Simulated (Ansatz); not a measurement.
# P: energy along a strain

P, Pm-3m, a = 2.391 Å. This isn't the element's structure at ambient conditions. Ansatz: PBEsol+D3(BJ), PAW, 420 eV, Γ-centred 24×24×24 mesh on 1 atom, Gaussian smearing 0.15 eV; no spin polarisation. Cell vectors (Å): 2.390 0.000 0.000; 0.000 2.390 0.000; 0.000 0.000 2.391. The cell is strained by x per cent times the pattern (0 0 0 0 1 0) in the order xx yy zz yz xz xy (engineering shears), with fractional coordinates held. y is the free energy over the start, V0 = 13.661 Å³/atom. Symmetry makes y even in x.

| x (%) | y (meV/atom) |
| --- | --- |
| -6.00 | ? |
| -3.00 | 2.22 |
| 0.00 | 0.00 |
| 1.50 | 0.56 |
| 2.25 | 1.25 |
| 3.75 | 3.50 |
| 4.50 | 5.14 |
| 5.25 | 7.15 |

Fit y = c2 x² + c4 x⁴ to the other rows, get the stiffness along the pattern, and predict the missing energy.

Least squares on the rows shown. y = 0.2401 x² + 0.0006947 x⁴. The clamped-ion stiffness p·C·p = 2 × 2.401 eV × 160.2 / 13.661 Å³ = 56 GPa, which is C55 in these axes (C44 of the cubic crystal). At x = -6.00 the fit asked for gives 9.54 meV/atom. The run gave 9.53 meV/atom, so the fit is 0.01 meV/atom too high, within the rms miss on the fitted rows (0.01 meV/atom).

Cost: 8 runs of about 2.4 core-minutes in all, on Intel Xeon Platinum 8488C (Sapphire Rapids) (shared hosts).